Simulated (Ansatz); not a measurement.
## AgCl (Chlorargyrite) in Ansatz: the effect of functional

Crystal: AgCl (Chlorargyrite).

```
Ag Cl
1.0
     0.00000    2.75311    2.75311
     2.75311    0.00000    2.75311
     2.75311    2.75311    0.00000
Ag Cl
1 1
Direct
  0.00000 0.00000 0.00000
  0.50000 0.50000 0.50000
```

The cell isn't the ideal one: volume scaled by 1.02.

Alike in all runs:

```yaml
Program: Ansatz 0.2.0
Task: single point
Potentials_or_basis: Ansatz PAW
k_mesh: 8 × 8 × 8
Occupations: fermi-dirac, width 0.05 eV
Spin: no spin polarisation
```

```tsv
functional	cutoff	gap on the mesh (eV)	pressure (GPa)
LDA	420 eV (not typed: the program's choice for these potentials)	0.61	-4.7
PBE	420 eV (not typed: the program's choice for these potentials)	?	?
PBEsol	420 eV (not typed: the program's choice for these potentials)	0.73	-1.7
r2SCAN	500 eV (not typed: the program's choice for these potentials)	1.48	1.1
```

Problem. What does the run with functional PBE give?

Solution. gap on the mesh 0.91 eV; pressure 2.8 GPa.

Caveats: the PAW data sets come from PBE, with cores solved anew for the run's functional, which leaves a small shift of forces and pressure (some runs).

A k mesh can miss the band edges.
